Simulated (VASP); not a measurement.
# Zn (P6_3/mmc) in VASP: a series of runs, part 2 of 2

VASP 6.6.1. The steps go on from the part before.

**5. Relaxation of cell and atoms, AM05**

This run uses another cell than the first one, of 14.17 Å³/atom, 0.924 times its volume.

The input, INCAR:

```
SYSTEM = Zn
ALGO     = Normal         ! electronic algorithm
EDIFF    = 1E-7           ! SCF threshold, eV
EDIFFG   = -0.005         ! ionic threshold
ENCUT    = 600            ! plane-wave cutoff, eV
GGA      = AM             ! functional
IBRION   = 2              ! ionic algorithm
ISIF     = 3              ! what is computed and relaxed
ISMEAR   = 1              ! smearing method
LASPH    = .True.         ! aspherical terms in the spheres
LCHARG   = .False.        ! write CHGCAR
LREAL    = .False.        ! projectors in reciprocal space
LWAVE    = .False.        ! write WAVECAR
NELM     = 80             ! most SCF steps
NSW      = 90             ! ionic steps
PREC     = Accurate       ! precision mode
SIGMA    = 0.1            ! smearing width, eV
```

The input, KPOINTS:

```
k-points
0
Gamma
  18 18 8
  0 0 0
```

The input, POSCAR:

```
Zn                                      
1.0
    2.6171020965      0.0000000000      0.0000000000
   -1.3085510483      2.2664768999      0.0000000000
   -0.0000000000     -0.0000000000      4.7766908744
  Zn            
     2
Direct
     0.3333333332999970    0.6666666667000030    0.2500000000000000
     0.6666666667000030    0.3333333332999970    0.7500000000000000
```

Started as:

```
> cat potpaw_PBE.64/Zn/POTCAR > POTCAR
> mpirun -np 1 vasp_std > vasp.out
```

Wall time 40 s (1 thread of Intel Xeon Platinum 8488C (Sapphire Rapids), shared host); peak memory 0.22 GiB.

It converged, with:

```
Free energy             : -2.7493 eV
Pressure after relaxing : 0.0 GPa
Band gap on the k mesh  : none (metal or under the smearing width)
```

Final structure:
```
CELL_PARAMETERS angstrom
2.61710 0.00000 0.00000
-1.30855 2.26648 0.00000
0.00000 0.00000 4.77669
ATOMIC_POSITIONS crystal
Zn 0.33333 0.66667 0.25000
Zn 0.66667 0.33333 0.75000
```

Levels at points of the mesh, in eV from the Fermi level:
```tsv
k point	band 10	band 11	band 12	band 13	band 14	band 15
(0.00, 0.00, 0.00)	-7.32	-7.32	-4.09	-2.88	14.76	17.90
(0.50, 0.00, 0.00)	-7.11	-3.28	-2.42	2.81	3.47	4.54
(0.00, 0.00, 0.50)	-7.42	-7.42	-7.42	5.03	5.03	19.33
(0.50, 0.00, 0.50)	-7.12	-2.26	-2.26	0.10	0.10	10.73
```

Caveat: the relaxation stopped at its first step, so nothing moved; the PAW data sets were made with another functional, which shifts forces and pressure a little.

**6. Relaxation of cell and atoms, PBEsol**

The input, INCAR:

```
SYSTEM = Zn
PREC = Accurate
ENCUT = 600
EDIFF = 1E-6
ISMEAR = 1
SIGMA = 0.1
LREAL = .False.
LASPH = .True.
NELM = 80
ALGO = Normal
ISIF = 3
LWAVE = .False.
LCHARG = .False.
GGA = PS
IBRION = 2
NSW = 90
EDIFFG = -0.01
```

The input, KPOINTS:

```
Automatic mesh
0
Gamma
  18 18 8
  0 0 0
```

The input, POSCAR:

```
Zn
1.0
    2.6700000000      0.0000000000      0.0000000000
   -1.3350000000      2.3122878281      0.0000000000
    0.0000000000      0.0000000000      4.9660000000
Zn
2
Direct
    0.3333333333      0.6666666667      0.2500000000
    0.6666666667      0.3333333333      0.7500000000
```

Potentials or basis: VASP PAW PBE potentials, release 64 (Zn).

Started as:

```
> cat potpaw_PBE.64/Zn/POTCAR > POTCAR
> mpirun -np 1 vasp_std > vasp.out
```

OUTCAR:

```text
SYSTEM = Zn
   PREC = Accurate
   ENCUT = 600
   EDIFF = 1E-6
   ISMEAR = 1
   LREAL = .False.
   LASPH = .True.
   NELM = 80
   ISIF = 3
   GGA = PS
   IBRION = 2
   NSW = 90
   EDIFFG = -0.01

 ion  position               nearest neighbor table
   1  0.333  0.667  0.250-   2 2.92   2 2.92   2 2.92   2 2.92   2 2.92   2 2.92
   2  0.667  0.333  0.750-   1 2.92   1 2.92   1 2.92   1 2.92   1 2.92   1 2.92

  LATTYP: Found a hexagonal cell.
 ALAT       =     2.6700000000
 C/A-ratio  =     1.8599250936

  Lattice vectors:

 A1 = (   2.6700000000,   0.0000000000,   0.0000000000)
 A2 = (  -1.3350000000,   2.3122878281,   0.0000000000)
[... 253 lines left out ...]
 number of electron      24.0000000 magnetization

 Free energy of the ion-electron system (eV)
  ---------------------------------------------------
  ext. energy  EPLUGINS =         0.00000000
  ---------------------------------------------------
  free energy    TOTEN  =        -3.17149994 eV

  energy without entropy =       -3.17111914  energy(sigma->0) =       -3.17137300

 E-fermi :   3.5596     XC(G=0): -12.0363

 val. band max:        3.5591734769   @ k =   0.2222   0.0556   0.1250
 cond. band min:       3.5637469875   @ k =   0.0000   0.0000   0.2500
 fundamental gap:      0.0045735106
 Fermi energy:         3.5595605548

 k-point     1 :       0.0000    0.0000    0.0000
  band No.  band energies     occupation
      1      -7.5363      2.00000
      2      -5.5199      2.00000
      3      -4.7040      2.00000
      4      -4.4326      2.00000
      5      -4.4326      2.00000
      6      -4.3781      2.00000
[... 433 lines left out ...]
      3      -4.9461      2.00000
      4      -4.4407      2.00000
      5      -4.2836      2.00000
      6      -4.2735      2.00000
[... 8 lines left out ...]
     15       9.1748      0.00000
     16      10.4269      0.00000

 [... further k-points ...]
[... 5 lines left out ...]
  --------------------------------------------------------------------------------------
  -------------------------------------------------------------------------------------
  Total        0.0001762      0.0001762      0.0003991     -0.0000000      0.0000000      0.0000000
  in kB        0.0098889      0.0098889      0.0223995     -0.0000000      0.0000000      0.0000000
  external PRESSURE =       0.0140591 kB  Pullay stress =       0.0000000 kB
[... 17 lines left out ...]
  FREE ENERGIE OF THE ION-ELECTRON SYSTEM (eV)
  ---------------------------------------------------
  free  energy   TOTEN  =        -3.1714999378 eV

  energy  without entropy=       -3.1711191388  energy(sigma->0) =       -3.17137300

 reached required accuracy - stopping structural energy minimisation
```

Wall time 81 s (1 thread of Intel Xeon Platinum 8488C (Sapphire Rapids), shared host); peak memory 0.23 GiB.

Results:

| Property | Result |
| --- | --- |
| Free energy | -3.1715 eV |
| Relaxed volume | 14.27 Å³/atom |
| Relaxed cell | a = 2.600 Å, b = 2.600 Å, c = 4.876 Å, α = 90.00°, β = 90.00°, γ = 120.00° |
| Space group after relaxing (to 0.05 Å) | P6_3/mmc (No. 194) |
| Energy gained by relaxing | 20.4 meV/atom |
| Ionic steps | 3 |
| Pressure after relaxing | 0.0 GPa |
| Band gap on the k mesh | none (metal or under the smearing width) |

Step by step:
```
step  energy change (eV)  largest force (eV/Å)  pressure (GPa)  volume (Å³)
   1              0.0000                0.0000           -5.54        30.66
   2             -0.0404                0.0000            0.63        28.37
   3             -0.0408                0.0000            0.00        28.55
```

Final structure:
```cif
data_structure
_symmetry_space_group_name_H-M 'P 1'
_symmetry_Int_Tables_number 1
_cell_length_a 2.6000
_cell_length_b 2.6000
_cell_length_c 4.8763
_cell_angle_alpha 90.000
_cell_angle_beta 90.000
_cell_angle_gamma 120.000
_cell_volume 28.55
loop_
_atom_site_label
_atom_site_type_symbol
_atom_site_fract_x
_atom_site_fract_y
_atom_site_fract_z
_atom_site_occupancy
Zn1 Zn 0.33333 0.66667 0.25000 1
Zn2 Zn 0.66667 0.33333 0.75000 1
```

Caveat: the PAW data sets were made with another functional, which shifts forces and pressure a little.

**7. The runs side by side**

```tsv
task	level	potentials or basis	cell	gap on the mesh (eV)	pressure (GPa)
relaxation of shape and atoms at fixed volume	LDA	VASP PAW LDA potentials, release 64 (Zn)	atoms relaxed at fixed volume from: a relaxed cell with its volume scaled by 1.04	none	-2.9
relaxation of shape and atoms at fixed volume	LDA	VASP PAW LDA potentials, release 64 (Zn)	atoms relaxed at fixed volume from: a relaxed cell with its volume scaled by 1.06	none	-4.3
relaxation of cell and atoms	AM05	VASP PAW PBE potentials, release 64 (Zn)	relaxed	none	0.0
relaxation of cell and atoms	PBEsol	VASP PAW PBE potentials, release 64 (Zn)	relaxed	none	0.0
```

Alike in all rows: no spin polarisation; k mesh 18 × 18 × 8; cutoff (eV) 600; smearing methfessel-paxton 0.1 eV.

Caveats: the PAW data sets were made with another functional, which shifts forces and pressure a little (some runs); the relaxation stopped at its first step, so nothing moved (some runs).

Total energies depend on the potentials used, so only differences within one code and one set of settings carry meaning.
